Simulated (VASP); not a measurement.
# Mo (Im-3m) in VASP: a series of runs

One crystal, Mo, is run at these levels: PBEsol, rev-vdW-DF2; tasks: relaxation of cell and atoms.

Program: VASP 6.6.1. These are calculated values, not measurements. Logs are shortened: lines on timing, memory, paths and dates and some standing lists are left out, and cuts for length are marked.

## (1) The structure

Symmetry: Im-3m, No. 229, cubic system. The conventional cell has a = 3.147 Å, b = 3.147 Å, c = 3.147 Å, α = 90.00°, β = 90.00°, γ = 90.00°. Around Mo (site symmetry m-3m) lie 8 Mo at 2.73 Å.

## (2) Relaxation of cell and atoms, PBEsol

Input file INCAR:

```
SYSTEM = Mo
ALGO = Normal ; EDIFF = 1E-6
EDIFFG = -0.01 ; ENCUT = 600
GGA = PS ; IBRION = 2
ISIF = 3 ; ISMEAR = 1
LASPH = .True. ; LCHARG = .False.
LREAL = .False. ; LWAVE = .False.
NELM = 80 ; NSW = 90
PREC = Accurate ; SIGMA = 0.1
```

Input file KPOINTS:

```
k-points
0
Gamma
  16 16 16
  0 0 0
```

Input file POSCAR:

```
Mo
1.0
   -1.5734150000      1.5734150000      1.5734150000
    1.5734150000     -1.5734150000      1.5734150000
    1.5734150000      1.5734150000     -1.5734150000
Mo
1
Direct
    0.0000000000      0.0000000000      0.0000000000
```

Potentials or basis: VASP PAW PBE potentials, release 64 (Mo_sv).

The run is started by

```console
> cat potpaw_PBE.64/Mo_sv/POTCAR > POTCAR
> mpirun -np 1 vasp_std > vasp.out
```

OUTCAR:

```text
SYSTEM = Mo
   EDIFF = 1E-6
   EDIFFG = -0.01
   ENCUT = 600
   GGA = PS
   IBRION = 2
   ISIF = 3
   ISMEAR = 1
   LASPH = .True.
   LREAL = .False.
   NELM = 80
   NSW = 90
   PREC = Accurate

 ion  position               nearest neighbor table
   1  0.000  0.000  0.000-

  LATTYP: Found a body centered cubic cell.
 ALAT       =     3.1468300000

  Lattice vectors:

 A1 = (  -1.5734150000,   1.5734150000,   1.5734150000)
 A2 = (   1.5734150000,  -1.5734150000,   1.5734150000)
 A3 = (   1.5734150000,   1.5734150000,  -1.5734150000)

Analysis of symmetry for initial positions (statically):
=====================================================================
 Subroutine PRICEL returns:
 Original cell was already a primitive cell.

 Routine SETGRP: Setting up the symmetry group for a
 body centered cubic supercell.

 Subroutine GETGRP returns: Found 48 space group operations
 (whereof 48 operations were pure point group operations)
 out of a pool of 48 trial point group operations.

The static configuration has the point symmetry O_h .

Analysis of symmetry for dynamics (positions and initial velocities):
=====================================================================
 Subroutine PRICEL returns:
 Original cell was already a primitive cell.

 Routine SETGRP: Setting up the symmetry group for a
 body centered cubic supercell.

 Subroutine GETGRP returns: Found 48 space group operations
 (whereof 48 operations were pure point group operations)
 out of a pool of 48 trial point group operations.

The dynamic configuration has the point symmetry O_h .

 Subroutine INISYM returns: Found 48 space group operations
 (whereof 48 operations are pure point group operations),
 and found     1 'primitive' translations

----------------------------------------------------------------------------------------

                                     Primitive cell

  volume of cell :      15.5808

  direct lattice vectors                    reciprocal lattice vectors
    -1.573415000  1.573415000  1.573415000     0.000000000  0.317780115  0.317780115
     1.573415000 -1.573415000  1.573415000     0.317780115  0.000000000  0.317780115
     1.573415000  1.573415000 -1.573415000     0.317780115  0.317780115  0.000000000

  length of vectors
     2.725234721  2.725234721  2.725234721     0.449408949  0.449408949  0.449408949

  position of ions in fractional coordinates (direct lattice)
[... 98 lines left out ...]
  volume/ion in A,a.u.               =      15.58       105.14
  Fermi-wavevector in a.u.,A,eV,Ry     =   1.579747  2.985289 33.954710  2.495601
  Thomas-Fermi vector in A             =   2.680079
   LORBIT       =      0    0 simple, 1 ext, 2 COOP (PROOUT), +10 PAW based schemes
   GGA     = PS    functional components
   LHFCALC =     F    Hartree Fock is set to
   AEXX    =    0.0000 exact exchange contribution
   IVDW    =     0    specifies the selected vdW correction
   LEPSILON=     F    determine dielectric tensor
   LRPA    =     F    only Hartree local field effects (RPA)
 conjugate gradient relaxation of ions
 non-spin polarized calculation
 Methfessel and Paxton  Order N= 1 SIGMA  =   0.10
  energy-cutoff  :      600.00
  volume of cell :       15.58
 maximum number of plane-waves:       537
 NGX is ok and might be reduce to    24
   NGX = 11   NGY = 11   NGZ = 11

--------------------------------------- Ionic step        1  -------------------------------------------

 number of electron      14.0000002 magnetization

 Free energy of the ion-electron system (eV)
  ---------------------------------------------------
  ext. energy  EPLUGINS =         0.00000000
  ---------------------------------------------------
  free energy    TOTEN  =       -11.78041951 eV

  energy without entropy =      -11.78100653  energy(sigma->0) =      -11.78061519

------------------------ aborting loop because EDIFF is reached ----------------------------------------

  FORCE on cell =-STRESS in cart. coord.  units (eV):
  Direction    XX          YY          ZZ          XY          YZ          ZX
  --------------------------------------------------------------------------------------
  -------------------------------------------------------------------------------------
  Total       -0.4106247     -0.4106247     -0.4106247      0.0000000     -0.0000000      0.0000000
  in kB      -42.2246276    -42.2246276    -42.2246276      0.0000000     -0.0000000      0.0000000
  external PRESSURE =     -42.2246276 kB  Pullay stress =       0.0000000 kB
[... 57 lines left out ...]
--------------------------------------- Ionic step        3  -------------------------------------------

 number of electron      14.0000001 magnetization

 Free energy of the ion-electron system (eV)
  ---------------------------------------------------
  ext. energy  EPLUGINS =         0.00000000
  ---------------------------------------------------
  free energy    TOTEN  =       -11.78361555 eV

  energy without entropy =      -11.78414366  energy(sigma->0) =      -11.78379159

 E-fermi :  12.7740     XC(G=0): -13.6318

 val. band max:       12.7530403802   @ k =  -0.1875   0.1875   0.0625
 cond. band min:      12.7812926195   @ k =   0.3750   0.0000   0.0000
 fundamental gap:      0.0282522393
 Fermi energy:        12.7740290260

 k-point     1 :       0.0000    0.0000    0.0000
  band No.  band energies     occupation
      1     -48.4252      2.00000
      2     -21.6695      2.00000
      3     -21.6695      2.00000
      4     -21.6695      2.00000
      5       5.4180      2.00000
      6      11.3658      2.00000
      7      11.3658      2.00000
      8      11.3658      2.00000
      9      14.4477     -0.00000
     10      14.4477     -0.00000
     11      27.5982      0.00000
[... 309 lines left out ...]
 k-point    24 :       0.2500    0.1875    0.0000
  band No.  band energies     occupation
      1     -48.1715      2.00000
      2     -22.8430      2.00000
      3     -22.1554      2.00000
      4     -21.7995      2.00000
      5       8.4908      2.00000
      6       9.7652      2.00000
      7      10.9276      2.00000
      8      13.8717     -0.00000
      9      15.2459      0.00000
     10      17.5301      0.00000
     11      26.1463      0.00000

 [... further k-points ...]

------------------------ aborting loop because EDIFF is reached ----------------------------------------

  FORCE on cell =-STRESS in cart. coord.  units (eV):
  Direction    XX          YY          ZZ          XY          YZ          ZX
  --------------------------------------------------------------------------------------
  -------------------------------------------------------------------------------------
  Total       -0.0057814     -0.0057814     -0.0057814      0.0000000      0.0000000     -0.0000000
  in kB       -0.6035935     -0.6035935     -0.6035935      0.0000000      0.0000000     -0.0000000
  external PRESSURE =      -0.6035935 kB  Pullay stress =       0.0000000 kB
[... 16 lines left out ...]
  FREE ENERGIE OF THE ION-ELECTRON SYSTEM (eV)
  ---------------------------------------------------
  free  energy   TOTEN  =       -11.7836155485 eV

  energy  without entropy=      -11.7841436630  energy(sigma->0) =      -11.78379159

 reached required accuracy - stopping structural energy minimisation
```

CONTCAR:

```text
Mo
   1.00000000000000
    -1.5654746321791300    1.5654746321791300    1.5654746321791300
     1.5654746321791300   -1.5654746321791300    1.5654746321791300
     1.5654746321791300    1.5654746321791300   -1.5654746321791300
  Mo
     1
Direct
     0.0000000000000000    0.0000000000000000    0.0000000000000000

  0.00000000E+00  0.00000000E+00  0.00000000E+00
```

Wall time 22 s (1 thread of Intel Xeon 6975P-C (Granite Rapids), shared host); peak memory 0.17 GiB.

What came out:

| Item | Value |
| --- | --- |
| Free energy | -11.7836 eV |
| Relaxed volume | 15.35 Å³/atom |
| Relaxed cell | a = 2.711 Å, b = 2.711 Å, c = 2.711 Å, α = 109.47°, β = 109.47°, γ = 109.47° |
| Space group after relaxing (to 0.05 Å) | Im-3m (No. 229) |
| Energy gained by relaxing | 3.2 meV/atom |
| Ionic steps | 3 |
| Pressure after relaxing | -0.1 GPa |
| Band gap on the k mesh | none (metal or under the smearing width) |

The path:
| step | energy change (eV) | largest force (eV/Å) | pressure (GPa) | volume (Å³) |
| --- | --- | --- | --- | --- |
| 1 | 0.0000 | 0.0000 | -4.22 | 15.58 |
| 2 | 0.0245 | 0.0000 | 13.81 | 14.67 |
| 3 | -0.0032 | 0.0000 | -0.06 | 15.35 |

Final structure:
```xyz
1
Lattice="-1.5655 1.5655 1.5655 1.5655 -1.5655 1.5655 1.5655 1.5655 -1.5655" Properties=species:S:1:pos:R:3 pbc="T T T"
Mo    0.0000    0.0000    0.0000
```

Levels at points of the mesh, in eV from the Fermi level:
```
           k point  band 3  band 4  band 5  band 6  band 7  band 8  band 9  band 10  band 11
(0.00, 0.00, 0.00)  -34.44  -34.44   -7.36   -1.41   -1.41   -1.41    1.67     1.67    14.82
(0.50, 0.00, 0.00)  -34.92  -34.46   -5.47   -3.51    1.67    1.72    2.36     4.91    11.96
(0.50, 0.50, 0.50)  -35.47  -35.47   -5.62   -5.62    4.11    4.11    4.11     9.16     9.16
```

Caveat: the PAW data sets were made with another functional, which shifts forces and pressure a little.

## (3) Relaxation of cell and atoms, PBEsol

This run uses another cell than the first one, of 15.35 Å³/atom, 0.985 times its volume.

INCAR: that of step 2 with these lines changed.

```diff
@@ -1,4 +1,4 @@
 SYSTEM = Mo
-ALGO = Normal ; EDIFF = 1E-6
-EDIFFG = -0.01 ; ENCUT = 600
+ALGO = Normal ; EDIFF = 1E-7
+EDIFFG = -0.005 ; ENCUT = 600
 GGA = PS ; IBRION = 2
```

KPOINTS is that of step 2.

Input file POSCAR:

```
Mo                                      
1.0
   -1.5654746322      1.5654746322      1.5654746322
    1.5654746322     -1.5654746322      1.5654746322
    1.5654746322      1.5654746322     -1.5654746322
  Mo            
     1
Direct
     0.0000000000000000    0.0000000000000000    0.0000000000000000
```

Potentials or basis: VASP PAW PBE potentials, release 64 (Mo_sv).

The run is started by

```console
> cat potpaw_PBE.64/Mo_sv/POTCAR > POTCAR
> mpirun -np 1 vasp_std > vasp.out
```

Run time: 19 s. Hardware: 1 thread of Intel Xeon 6975P-C (Granite Rapids), shared host; peak memory 0.16 GiB.

It converged, with:

```yaml
Free_energy: -11.7834 eV
Relaxed_volume: 15.34 Å³/atom
Relaxed_cell: a = 2.711 Å, b = 2.711 Å, c = 2.711 Å, α = 109.47°, β = 109.47°, γ = 109.47°
Space_group_after_relaxing_to_0.05_Å: Im-3m (No. 229)
Energy_gained_by_relaxing: 0.0 meV/atom
Ionic_steps: 3
Pressure_after_relaxing: 0.0 GPa
Band_gap_on_the_k_mesh: none (metal or under the smearing width)
```

Final structure:
```
Mo
1.0
    -1.56533    1.56533    1.56533
     1.56533   -1.56533    1.56533
     1.56533    1.56533   -1.56533
Mo
1
Cartesian
  0.0000 0.0000 0.0000
```

Levels at points of the mesh, in eV from the Fermi level:
```
           k point  band 3  band 4  band 5  band 6  band 7  band 8  band 9  band 10  band 11
(0.00, 0.00, 0.00)  -34.44  -34.44   -7.36   -1.41   -1.41   -1.41    1.67     1.67    14.82
(0.50, 0.00, 0.00)  -34.92  -34.46   -5.48   -3.51    1.67    1.72    2.37     4.91    11.92
(0.50, 0.50, 0.50)  -35.47  -35.47   -5.62   -5.62    4.11    4.11    4.11     9.16     9.16
```

Caveat: the PAW data sets were made with another functional, which shifts forces and pressure a little.

## (4) Relaxation of cell and atoms, rev-vdW-DF2

Input file INCAR:

```
SYSTEM = Mo
PREC = Accurate
ENCUT = 600
EDIFF = 1E-6
ISMEAR = 1
SIGMA = 0.1
LREAL = .False.
LASPH = .True.
NELM = 80
ALGO = Normal
ISIF = 3
LWAVE = .False.
LCHARG = .False.
GGA = MK
LUSE_VDW = .True.
AGGAC = 0.0
PARAM1 = 0.1234
PARAM2 = 0.711357
ZAB_VDW = -1.8867
IBRION = 2
NSW = 90
EDIFFG = -0.01
```

Input file KPOINTS:

```
Automatic mesh
0
Gamma
  16 16 16
  0 0 0
```

Input file POSCAR:

```
Mo
1.0
   -1.5734150000      1.5734150000      1.5734150000
    1.5734150000     -1.5734150000      1.5734150000
    1.5734150000      1.5734150000     -1.5734150000
Mo
1
Direct
    0.0000000000      0.0000000000      0.0000000000
```

The run is started by

```console
> cat potpaw_PBE.64/Mo_sv/POTCAR > POTCAR
> mpirun -np 1 vasp_std > vasp.out
```

Run time: 45 s. Hardware: 1 thread of Intel Xeon Platinum 8488C (Sapphire Rapids), shared host; peak memory 0.28 GiB.

The run converged. Its results:

```
Free energy                            : -8.3967 eV
Relaxed volume                         : 15.59 Å³/atom
Relaxed cell                           : a = 2.726 Å, b = 2.726 Å, c = 2.726 Å, α = 109.47°, β = 109.47°, γ = 109.47°
Space group after relaxing (to 0.05 Å) : Im-3m (No. 229)
Energy gained by relaxing              : 0.0 meV/atom
Ionic steps                            : 3
Pressure after relaxing                : 0.0 GPa
Band gap on the k mesh                 : none (metal or under the smearing width)
```

Final structure:
```
Mo
1.0
    -1.57380    1.57380    1.57380
     1.57380   -1.57380    1.57380
     1.57380    1.57380   -1.57380
Mo
1
Direct
  0.00000 0.00000 0.00000
```

Levels at points of the mesh, in eV from the Fermi level:
| k point | band 3 | band 4 | band 5 | band 6 | band 7 | band 8 | band 9 | band 10 | band 11 |
| --- | --- | --- | --- | --- | --- | --- | --- | --- | --- |
| (0.00, 0.00, 0.00) | -34.52 | -34.52 | -7.23 | -1.39 | -1.39 | -1.39 | 1.65 | 1.65 | 14.87 |
| (0.50, 0.00, 0.00) | -34.97 | -34.53 | -5.34 | -3.43 | 1.68 | 1.68 | 2.31 | 4.75 | 11.66 |
| (0.50, 0.50, 0.50) | -35.49 | -35.49 | -5.46 | -5.46 | 3.98 | 3.98 | 3.98 | 9.10 | 9.10 |

Caveat: the PAW data sets were made with another functional, which shifts forces and pressure a little.
